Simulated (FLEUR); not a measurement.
# ZnO (zincite) (P6_3mc) in FLEUR: further runs

One crystal, ZnO (zincite), is run at these levels: SCAN; tasks: band structure, equation of state.

Program: FLEUR MaX-R8.1 (later development tree). These are calculated values, not measurements. Logs are shortened: lines on timing, memory, paths and dates and some standing lists are left out, and cuts for length are marked.

**What was measured.**

From “Electronic structure of alkaline earth and post-transition metal oxides”, 2009, arxiv:0908.1581, for a bulk crystal of ZnO: band gap 3.37 eV.

The results are compared with them further down.

## (1) The crystal as given

It takes space group P6_3mc (No. 186, hexagonal). Conventional cell: a = 3.249 Å, b = 3.249 Å, c = 5.206 Å, α = 90.00°, β = 90.00°, γ = 120.00°. Around Zn (site symmetry 3m) lie 4 O at 1.97 to 1.98 Å. O (site symmetry 3m) is surrounded by 4 Zn at 1.97 to 1.98 Å.

## (2) Band structure, SCAN

inp.xml reads:

```xml
<?xml version="1.0" encoding="UTF-8" standalone="no"?>
<fleurInput fleurInputVersion="0.39">
   <comment>
      ZnO                                                                                                 
   </comment>
   <calculationSetup>
      <cutoffs Kmax="5.0" Gmax="15.5" GmaxXC="15.5" numbands="0"/>
      <scfLoop itmax="60" minDistance="0.00001" maxIterBroyd="15" imix="Anderson" alpha="0.05" precondParam="0.0" spinf="2.0" sdNocoIR="T"/>
      <coreElectrons ctail="F" frcor="F" kcrel="0" coretail_lmax="0"/>
      <xcFunctional name="LibXC" relativisticCorrections="F">
         <LibXCName exchange="mgga_x_scan" correlation="mgga_c_scan"/>
         <AuxGGA exchange="117" correlation="130"/>
      </xcFunctional>
      <magnetism jspins="1"/>
      <soc l_soc="F" theta="0.0" phi="0.0" spav="F"/>
      <expertModes spex="0" secvar="F"/>
      <geometryOptimization l_f="F" forcealpha="1.0" forcemix="BFGS" epsdisp="0.00001" epsforce="0.00001"/>
      <ldaU l_linMix="F" mixParam="0.05" spinf="1.0"/>
   </calculationSetup>
   <cell>
      <bzIntegration valenceElectrons="52.0" mode="hist" fermiSmearingEnergy="0.00183747">
         <kPointListSelection listName="default-1"/>
         <!-- k-points included here -->
[... 36 lines left out ...]
         </electronConfig>
         <energyParameters s="2" p="2" d="3" f="4"/>
         <lo type="SCLO" l="0" n="2" eDeriv="2"/>
         <lo type="SCLO" l="1" n="2" eDeriv="2"/>
         <lo type="SCLO" l="2" n="3" eDeriv="2"/>
      </species>
   </atomSpecies>
   <atomGroups>
      <atomGroup species="Zinc (Zn)">
         <relPos label="                   1">-1.000/3.000 1.000/3.000 .0000000000</relPos>
         <relPos label="                   2">1.000/3.000 -1.000/3.000 1.000/2.000</relPos>
         <force calculate="T" relaxXYZ="TTT"/>
      </atomGroup>
      <atomGroup species="Oxygen (O)">
         <relPos label="                   3">1.000/3.000 -1.000/3.000 -.1209900000</relPos>
         <relPos label="                   4">-1.000/3.000 1.000/3.000 .3790100000</relPos>
         <force calculate="T" relaxXYZ="TTT"/>
      </atomGroup>
   </atomGroups>
   <output dos="F" band="F" slice="F">
      <checks vchk="F" cdinf="F"/>
      <bandDOS minEnergy="-.5*Htr" maxEnergy="0.5*Htr" sigma="0.015" storeEVData="T"/>
      <vacuumDOS vacdos="F" integ="F" star="F" nstars="0" locx1="0.0" locy1="0.0" locx2="0.0" locy2="0.0" nstm="0" tworkf="0.0"/>
      <unfoldingBand unfoldBand="F" supercellX="1" supercellY="1" supercellZ="1"/>
      <plotting iplot="0" polar="F">
         <plot TwoD="T" vec1="  1.0  0.0  0.0" vec2="  0.0  1.0  0.0" vec3="  0.0  0.0  1.0" zero="  0.0  0.0  0.0" file="plot"/>
      </plotting>
      <chargeDensitySlicing numkpt="0" minEigenval="0.0" maxEigenval="0.0" nnne="0" pallst="F"/>
      <specialOutput eonly="F"/>
      <moessbauerParams electricFieldGradient="T" isomerShift="T" coreHyperfine="T" valenceHyperfine="T"/>
      <magneticCircularDichroism mcd="F" energyLo="-10.0" energyUp="0.0"/>
   </output>
  <!-- We include the file relax.xml here to enable relaxations (see documentation) -->
  <xi:include xmlns:xi="http://www.w3.org/2001/XInclude" href="relax.xml"> <xi:fallback/> </xi:include>
</fleurInput>
```

crystal.txt reads:

```
ZnO
&input cartesian=F /
3.2493080000  0.0000000000  0.0000000000
-1.6246540000  2.8139832727  0.0000000000
0.0000000000  0.0000000000  5.2057090000
1.8897261246
1.0 1.0 1.0

4
30 0.6666666667  0.3333333333  0.0000000000
30 0.3333333333  0.6666666667  0.5000000000
8 0.3333333333  0.6666666667  0.8790100000
8 0.6666666667  0.3333333333  0.3790100000

&kpt div1=9 div2=9 div3=5 gamma=T /
```

inp.xml (bands) reads:

```
<?xml version="1.0" encoding="UTF-8" standalone="no"?>
<fleurInput fleurInputVersion="0.39">
   <comment>
      ZnO                                                                                                 
   </comment>
   <calculationSetup>
      <cutoffs Kmax="5.0" Gmax="15.5" GmaxXC="15.5" numbands="0"/>
      <scfLoop itmax="60" minDistance="0.00001" maxIterBroyd="15" imix="Anderson" alpha="0.05" precondParam="0.0" spinf="2.0" sdNocoIR="T"/>
      <coreElectrons ctail="F" frcor="F" kcrel="0" coretail_lmax="0"/>
      <xcFunctional name="LibXC" relativisticCorrections="F">
         <LibXCName exchange="mgga_x_scan" correlation="mgga_c_scan"/>
         <AuxGGA exchange="117" correlation="130"/>
      </xcFunctional>
      <magnetism jspins="1"/>
      <soc l_soc="F" theta="0.0" phi="0.0" spav="F"/>
      <expertModes spex="0" secvar="F"/>
      <geometryOptimization l_f="F" forcealpha="1.0" forcemix="BFGS" epsdisp="0.00001" epsforce="0.00001"/>
      <ldaU l_linMix="F" mixParam="0.05" spinf="1.0"/>
   </calculationSetup>
   <cell>
      <bzIntegration valenceElectrons="52.0" mode="hist" fermiSmearingEnergy="0.00183747">
         <kPointListSelection listName="path-1"/>
         <!-- k-points included here -->
         <xi:include xmlns:xi="http://www.w3.org/2001/XInclude" href="kpts.xml"> </xi:include>
[... 35 lines left out ...]
         </electronConfig>
         <energyParameters s="2" p="2" d="3" f="4"/>
         <lo type="SCLO" l="0" n="2" eDeriv="2"/>
         <lo type="SCLO" l="1" n="2" eDeriv="2"/>
         <lo type="SCLO" l="2" n="3" eDeriv="2"/>
      </species>
   </atomSpecies>
   <atomGroups>
      <atomGroup species="Zinc (Zn)">
         <relPos label="                   1">-1.000/3.000 1.000/3.000 .0000000000</relPos>
         <relPos label="                   2">1.000/3.000 -1.000/3.000 1.000/2.000</relPos>
         <force calculate="T" relaxXYZ="TTT"/>
      </atomGroup>
      <atomGroup species="Oxygen (O)">
         <relPos label="                   3">1.000/3.000 -1.000/3.000 -.1209900000</relPos>
         <relPos label="                   4">-1.000/3.000 1.000/3.000 .3790100000</relPos>
         <force calculate="T" relaxXYZ="TTT"/>
      </atomGroup>
   </atomGroups>
   <output dos="F" band="T" slice="F">
      <checks vchk="F" cdinf="F"/>
      <bandDOS minEnergy="-.5*Htr" maxEnergy="0.5*Htr" sigma="0.015" storeEVData="T"/>
      <vacuumDOS vacdos="F" integ="F" star="F" nstars="0" locx1="0.0" locy1="0.0" locx2="0.0" locy2="0.0" nstm="0" tworkf="0.0"/>
      <unfoldingBand unfoldBand="F" supercellX="1" supercellY="1" supercellZ="1"/>
      <plotting iplot="0" polar="F">
         <plot TwoD="T" vec1="  1.0  0.0  0.0" vec2="  0.0  1.0  0.0" vec3="  0.0  0.0  1.0" zero="  0.0  0.0  0.0" file="plot"/>
      </plotting>
      <chargeDensitySlicing numkpt="0" minEigenval="0.0" maxEigenval="0.0" nnne="0" pallst="F"/>
      <specialOutput eonly="F"/>
      <moessbauerParams electricFieldGradient="T" isomerShift="T" coreHyperfine="T" valenceHyperfine="T"/>
      <magneticCircularDichroism mcd="F" energyLo="-10.0" energyUp="0.0"/>
   </output>
  <!-- We include the file relax.xml here to enable relaxations (see documentation) -->
  <xi:include xmlns:xi="http://www.w3.org/2001/XInclude" href="relax.xml"> <xi:fallback/> </xi:include>
</fleurInput>
```

Potentials or basis: all-electron, FLAPW.

The run is started by

```bash
> inpgen -f crystal.txt -profile fastHighL
> # inp.xml edited to the form shown
> fleur_MPI
> fleur_MPI   # second run, on inp.xml (bands)
```

What it wrote:

```text
Welcome to FLEUR        (www.flapw.de)
      MaX-Release 8.1          (www.max-centre.eu)
 func_ids         267         263         267         263
 MetaGGA potential functional detected - V_tau will be computed
 Auxiliary Potential for radial basis: exchange=         117  correlation=         130
The functional 'SCAN exchange of Sun, Ruzsinszky, and Perdew' is an exchange functional, it belongs to the 'MGGA' family and is defined in the reference(s):
[1] J. Sun, A. Ruzsinszky, and J. P. Perdew.,  Phys. Rev. Lett. 115, 036402 (2015)
The functional 'SCAN correlation of Sun, Ruzsinszky, and Perdew' is a correlation functional, it belongs to the 'MGGA' family and is defined in the reference(s):
[1] J. Sun, A. Ruzsinszky, and J. P. Perdew.,  Phys. Rev. Lett. 115, 036402 (2015)
 Using same functional for VXC and EXC

 ========== k-point set info ==========
 Selected k-point list: default-1
 k-point list type: mesh
 9 x 9 x 5
 Number of k points: 36

 ------------Calculation Setup---------------------------
 Number of MPI-tasks      :            1
 Number of PE/node        :            1
 Number of OMP-threads    :            1
 Most efficient MPI parallelization for:
           1           2           3           4           6           9          12          18          36
 Additional eigenvalue parallelization possible
 Number of basis functions:          867
 Approximate size of matrices (H+S) per k-point:         0.022 GB
 --------------------------------------------------------
The functional 'Hammer, Hansen, and Norskov' is an exchange functional, it belongs to the 'GGA' family and is defined in the reference(s):
[1] B. Hammer, L. B. Hansen, and J. K. Nørskov.,  Phys. Rev. B 59, 7413 (1999)
The functional 'Perdew, Burke & Ernzerhof' is a correlation functional, it belongs to the 'GGA' family and is defined in the reference(s):
[1] J. P. Perdew, K. Burke, and M. Ernzerhof.,  Phys. Rev. Lett. 77, 3865 (1996)
[2] J. P. Perdew, K. Burke, and M. Ernzerhof.,  Phys. Rev. Lett. 78, 1396 (1997)
 Using same functional for VXC and EXC
 Using auxiliary GGA potential for the first iteration of MetaGGA calculation.
 Reset of history
 Reset of history
 Iteration:     1   Distance:      29.65668086 me/bohr^3
The functional 'Hammer, Hansen, and Norskov' is an exchange functional, it belongs to the 'GGA' family and is defined in the reference(s):
[1] B. Hammer, L. B. Hansen, and J. K. Nørskov.,  Phys. Rev. B 59, 7413 (1999)
The functional 'Perdew, Burke & Ernzerhof' is a correlation functional, it belongs to the 'GGA' family and is defined in the reference(s):
[1] J. P. Perdew, K. Burke, and M. Ernzerhof.,  Phys. Rev. Lett. 77, 3865 (1996)
[2] J. P. Perdew, K. Burke, and M. Ernzerhof.,  Phys. Rev. Lett. 78, 1396 (1997)
 Using same functional for VXC and EXC
 Iteration:     2   Distance:      25.87199336 me/bohr^3
The functional 'Hammer, Hansen, and Norskov' is an exchange functional, it belongs to the 'GGA' family and is defined in the reference(s):
[1] B. Hammer, L. B. Hansen, and J. K. Nørskov.,  Phys. Rev. B 59, 7413 (1999)
The functional 'Perdew, Burke & Ernzerhof' is a correlation functional, it belongs to the 'GGA' family and is defined in the reference(s):
[1] J. P. Perdew, K. Burke, and M. Ernzerhof.,  Phys. Rev. Lett. 77, 3865 (1996)
[2] J. P. Perdew, K. Burke, and M. Ernzerhof.,  Phys. Rev. Lett. 78, 1396 (1997)
 Using same functional for VXC and EXC
 Iteration:     3   Distance:      23.11262266 me/bohr^3
The functional 'Hammer, Hansen, and Norskov' is an exchange functional, it belongs to the 'GGA' family and is defined in the reference(s):
[1] B. Hammer, L. B. Hansen, and J. K. Nørskov.,  Phys. Rev. B 59, 7413 (1999)
The functional 'Perdew, Burke & Ernzerhof' is a correlation functional, it belongs to the 'GGA' family and is defined in the reference(s):
[1] J. P. Perdew, K. Burke, and M. Ernzerhof.,  Phys. Rev. Lett. 77, 3865 (1996)
[2] J. P. Perdew, K. Burke, and M. Ernzerhof.,  Phys. Rev. Lett. 78, 1396 (1997)
 Using same functional for VXC and EXC
 Iteration:     4   Distance:      12.16299820 me/bohr^3
The functional 'Hammer, Hansen, and Norskov' is an exchange functional, it belongs to the 'GGA' family and is defined in the reference(s):
[1] B. Hammer, L. B. Hansen, and J. K. Nørskov.,  Phys. Rev. B 59, 7413 (1999)
The functional 'Perdew, Burke & Ernzerhof' is a correlation functional, it belongs to the 'GGA' family and is defined in the reference(s):
[1] J. P. Perdew, K. Burke, and M. Ernzerhof.,  Phys. Rev. Lett. 77, 3865 (1996)
[2] J. P. Perdew, K. Burke, and M. Ernzerhof.,  Phys. Rev. Lett. 78, 1396 (1997)
 Using same functional for VXC and EXC
 Iteration:     5   Distance:       5.66850862 me/bohr^3
The functional 'Hammer, Hansen, and Norskov' is an exchange functional, it belongs to the 'GGA' family and is defined in the reference(s):
[1] B. Hammer, L. B. Hansen, and J. K. Nørskov.,  Phys. Rev. B 59, 7413 (1999)
The functional 'Perdew, Burke & Ernzerhof' is a correlation functional, it belongs to the 'GGA' family and is defined in the reference(s):
[1] J. P. Perdew, K. Burke, and M. Ernzerhof.,  Phys. Rev. Lett. 77, 3865 (1996)
[2] J. P. Perdew, K. Burke, and M. Ernzerhof.,  Phys. Rev. Lett. 78, 1396 (1997)
 Using same functional for VXC and EXC
 Iteration:     6   Distance:       3.51594344 me/bohr^3
The functional 'Hammer, Hansen, and Norskov' is an exchange functional, it belongs to the 'GGA' family and is defined in the reference(s):
[1] B. Hammer, L. B. Hansen, and J. K. Nørskov.,  Phys. Rev. B 59, 7413 (1999)
The functional 'Perdew, Burke & Ernzerhof' is a correlation functional, it belongs to the 'GGA' family and is defined in the reference(s):
[1] J. P. Perdew, K. Burke, and M. Ernzerhof.,  Phys. Rev. Lett. 77, 3865 (1996)
[2] J. P. Perdew, K. Burke, and M. Ernzerhof.,  Phys. Rev. Lett. 78, 1396 (1997)
 Using same functional for VXC and EXC
[... 61 lines left out ...]
[2] J. P. Perdew, K. Burke, and M. Ernzerhof.,  Phys. Rev. Lett. 78, 1396 (1997)
 Using same functional for VXC and EXC
 Iteration:    16   Distance:       0.00018954 me/bohr^3
The functional 'Hammer, Hansen, and Norskov' is an exchange functional, it belongs to the 'GGA' family and is defined in the reference(s):
[1] B. Hammer, L. B. Hansen, and J. K. Nørskov.,  Phys. Rev. B 59, 7413 (1999)
The functional 'Perdew, Burke & Ernzerhof' is a correlation functional, it belongs to the 'GGA' family and is defined in the reference(s):
[1] J. P. Perdew, K. Burke, and M. Ernzerhof.,  Phys. Rev. Lett. 77, 3865 (1996)
[2] J. P. Perdew, K. Burke, and M. Ernzerhof.,  Phys. Rev. Lett. 78, 1396 (1997)
 Using same functional for VXC and EXC
 Iteration:    17   Distance:       0.00017496 me/bohr^3
The functional 'Hammer, Hansen, and Norskov' is an exchange functional, it belongs to the 'GGA' family and is defined in the reference(s):
[1] B. Hammer, L. B. Hansen, and J. K. Nørskov.,  Phys. Rev. B 59, 7413 (1999)
The functional 'Perdew, Burke & Ernzerhof' is a correlation functional, it belongs to the 'GGA' family and is defined in the reference(s):
[1] J. P. Perdew, K. Burke, and M. Ernzerhof.,  Phys. Rev. Lett. 77, 3865 (1996)
[2] J. P. Perdew, K. Burke, and M. Ernzerhof.,  Phys. Rev. Lett. 78, 1396 (1997)
 Using same functional for VXC and EXC
 Iteration:    18   Distance:       0.00008375 me/bohr^3
The functional 'Hammer, Hansen, and Norskov' is an exchange functional, it belongs to the 'GGA' family and is defined in the reference(s):
[1] B. Hammer, L. B. Hansen, and J. K. Nørskov.,  Phys. Rev. B 59, 7413 (1999)
The functional 'Perdew, Burke & Ernzerhof' is a correlation functional, it belongs to the 'GGA' family and is defined in the reference(s):
[1] J. P. Perdew, K. Burke, and M. Ernzerhof.,  Phys. Rev. Lett. 77, 3865 (1996)
[2] J. P. Perdew, K. Burke, and M. Ernzerhof.,  Phys. Rev. Lett. 78, 1396 (1997)
 Using same functional for VXC and EXC
 Iteration:    19   Distance:       0.00002503 me/bohr^3
The functional 'Hammer, Hansen, and Norskov' is an exchange functional, it belongs to the 'GGA' family and is defined in the reference(s):
[1] B. Hammer, L. B. Hansen, and J. K. Nørskov.,  Phys. Rev. B 59, 7413 (1999)
The functional 'Perdew, Burke & Ernzerhof' is a correlation functional, it belongs to the 'GGA' family and is defined in the reference(s):
[1] J. P. Perdew, K. Burke, and M. Ernzerhof.,  Phys. Rev. Lett. 77, 3865 (1996)
[2] J. P. Perdew, K. Burke, and M. Ernzerhof.,  Phys. Rev. Lett. 78, 1396 (1997)
 Using same functional for VXC and EXC
 Iteration:    20   Distance:       0.00000832 me/bohr^3

 ********************************************************************
 Run finished successfully
 Stop message:
   all done
 ********************************************************************
```

Run time: 5.6 min. Hardware: 1 thread of Arm Neoverse V2, shared host; peak memory 0.11 GiB.

What came out:

```yaml
Free_energy: -101868.5579 eV
Band_gap_on_the_k_mesh: 1.21 eV, direct
Band_gap_along_the_path: 1.21 eV, direct
Valence_electrons_inside_the_program's_atomic_spheres: Zn 18.07; O 4.86 (radii Zn 1.96, O 1.5 bohr)
```

Levels at the corners of the path, in eV from the valence-band top:
```tsv
point	band 23	band 24	band 25	band 26	band 27	band 28	band 29	band 30
Γ	-0.82	-0.07	0.00	0.00	1.21	5.81	8.84	13.63
M	-2.84	-2.31	-1.28	-0.84	6.36	7.35	8.12	9.19
K	-3.54	-1.93	-1.93	-1.71	8.15	8.35	8.35	8.64
Γ	-0.82	-0.07	0.00	0.00	1.21	5.81	8.84	13.63
A	-0.41	-0.41	-0.41	-0.41	3.90	3.90	10.82	10.82
L	-1.53	-1.53	-1.37	-1.37	6.25	6.25	9.08	9.08
H	-2.69	-2.69	-1.25	-1.25	8.50	8.50	8.69	8.69
A	-0.41	-0.41	-0.41	-0.41	3.90	3.90	10.82	10.82
L	-1.53	-1.53	-1.37	-1.37	6.25	6.25	9.08	9.08
M	-2.84	-2.31	-1.28	-0.84	6.36	7.35	8.12	9.19
K	-3.54	-1.93	-1.93	-1.71	8.15	8.35	8.35	8.64
H	-2.69	-2.69	-1.25	-1.25	8.50	8.50	8.69	8.69
```

Core levels (eV from the Fermi level):
| atom | levels |
| --- | --- |
| 1 Zn | 1s1/2 -9517.4, 2s1/2 -1151.0, 2p1/2 -1012.5, 2p3/2 -988.7 |
| 2 Zn | 1s1/2 -9517.4, 2s1/2 -1151.0, 2p1/2 -1012.5, 2p3/2 -988.7 |
| 3 O | 1s1/2 -504.6 |
| 4 O | 1s1/2 -504.6 |

Caveat: the meta-GGA is that of a development version, with a GGA for the radial functions and cores and without core tails.

(Continued in part 2 of 2.)
